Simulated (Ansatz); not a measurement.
Density of states of VN (Fm-3m, a = 4.117 Å, b = 4.117 Å, c = 4.117 Å, α = 90.00°, β = 90.00°, γ = 90.00°), in states per eV and primitive cell, averaged over bins of 0.5 eV. Computed with DFT PBE, scalar-relativistic, plane waves, PAW (Ansatz).

Settings: cutoff 420 eV, Γ-centred mesh 18×18×18 on the computed 2-atom cell, Gaussian smearing of 0.10 eV; no spin polarisation.

The cell is relaxed at this level. The states (both spins) are summed by tetrahedra on a 27×27×27 mesh at the self-consistent density. Energies are bin centres; the table starts no lower than −8 eV and ends at 6 eV, or lower where the solved bands end.

It is a metal at this level.

| E − E_F (eV) | total | V 3d | N 2p | N 2s | V 4s |
| --- | --- | --- | --- | --- | --- |
| -7.80 | 0.81 | 0.21 | 0.51 | 0.01 | 0.06 |
| -7.30 | 1.26 | 0.29 | 0.84 | 0.02 | 0.09 |
| -6.80 | 0.96 | 0.17 | 0.70 | 0.01 | 0.03 |
| -6.30 | 1.53 | 0.47 | 0.99 | 0.01 | 0.01 |
| -5.80 | 2.75 | 1.02 | 1.67 | 0.01 | 0.01 |
| -5.30 | 1.73 | 0.62 | 1.06 | 0.01 | 0.00 |
| -4.80 | 1.12 | 0.39 | 0.71 | 0.01 | 0.00 |
| -4.30 | 0.78 | 0.24 | 0.51 | 0.00 | 0.00 |
| -3.80 | 0.41 | 0.11 | 0.29 | 0.00 | 0.00 |
| -3.30 | 0.17 | 0.07 | 0.10 | 0.00 | 0.00 |
| -2.80 | 0.18 | 0.10 | 0.07 | 0.00 | 0.00 |
| -2.30 | 0.27 | 0.19 | 0.07 | 0.00 | 0.00 |
| -1.80 | 0.45 | 0.35 | 0.09 | 0.00 | 0.00 |
| -1.30 | 0.71 | 0.60 | 0.10 | 0.00 | 0.00 |
| -0.80 | 0.93 | 0.80 | 0.12 | 0.01 | 0.00 |
| -0.30 | 1.33 | 1.17 | 0.14 | 0.01 | 0.00 |
| 0.20 | 1.99 | 1.79 | 0.17 | 0.02 | 0.01 |
| 0.70 | 3.02 | 2.75 | 0.22 | 0.02 | 0.01 |
| 1.20 | 3.83 | 3.20 | 0.56 | 0.01 | 0.04 |
| 1.70 | 0.73 | 0.53 | 0.16 | 0.02 | 0.01 |
| 2.20 | 1.03 | 0.72 | 0.20 | 0.08 | 0.01 |
| 2.70 | 1.25 | 0.84 | 0.23 | 0.14 | 0.03 |
| 3.20 | 1.36 | 0.87 | 0.31 | 0.13 | 0.02 |
| 3.70 | 1.12 | 0.68 | 0.33 | 0.07 | 0.01 |
| 4.20 | 0.97 | 0.57 | 0.34 | 0.03 | 0.00 |
| 4.70 | 0.81 | 0.46 | 0.32 | 0.01 | 0.00 |
| 5.20 | 0.01 | 0.01 | 0.01 | 0.00 | 0.00 |
| 5.70 | 0.00 | 0.00 | 0.00 | 0.00 | 0.00 |

The columns after the total are the main Löwdin projections on the occupied valence shells of the potentials; 1 other is left out. The rest of the total lies in those, in shells that are empty in the free atom, which aren't projected, and between the atoms.

A ferromagnetic start lost its moments in a first run, so spin was left out; other magnetic orders weren't tried.

Cost: 1 run of about 0.31 core-minutes, on Arm Neoverse V1 (shared hosts).